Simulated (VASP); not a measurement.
A run of VASP 6.6.1:

The input INCAR:

```
SYSTEM = NbAs
ALGO = Normal
EDIFF = 1E-7
EDIFFG = -0.005
ENCUT = 600
GGA = PS
IBRION = 2
ISIF = 3
ISMEAR = 1
KPAR = 4
LASPH = .TRUE.
LCHARG = .FALSE.
LREAL = .FALSE.
LWAVE = .FALSE.
NELM = 80
NSW = 90
PREC = Accurate
SIGMA = 0.1
```

The input KPOINTS:

```
k-points
0
G
  16 16 16
  0 0 0
```

The input POSCAR:

```
NbAs                                    
1.0
   -1.7205983186      1.7205983186      5.7956157218
    1.7205983186     -1.7205983186      5.7956157218
    1.7205983186      1.7205983186     -5.7956157218
  Nb              As            
     2     2
Direct
     0.9987059057746235    0.9987059057746235    0.0000000000000000
     0.7487059057746235    0.2487059057746233    0.5000000000000000
     0.4172940942253734    0.4172940942253734    0.0000000000000000
     0.1672940942253735    0.6672940942253733    0.5000000000000000
```

Potentials or basis: VASP PAW PBE potentials, release 64 (Nb_sv, As).

Run with:

```bash
$ cat potpaw_PBE.64/Nb_sv/POTCAR potpaw_PBE.64/As/POTCAR > POTCAR
$ mpirun -np 4 vasp_std > vasp.out
```

Hardware: 4 MPI ranks on Intel(R) Xeon(R) Platinum 8559C (Emerald Rapids), on a shared host.

**Question.** Estimate the wall time of this run.

**Answer.** Run time: 7.9 min on 4 MPI ranks on Intel(R) Xeon(R) Platinum 8559C (Emerald Rapids), with other jobs on the host, peak memory 0.8 GiB a rank. Counts: scf iterations 14, k points 349, ion steps 1.
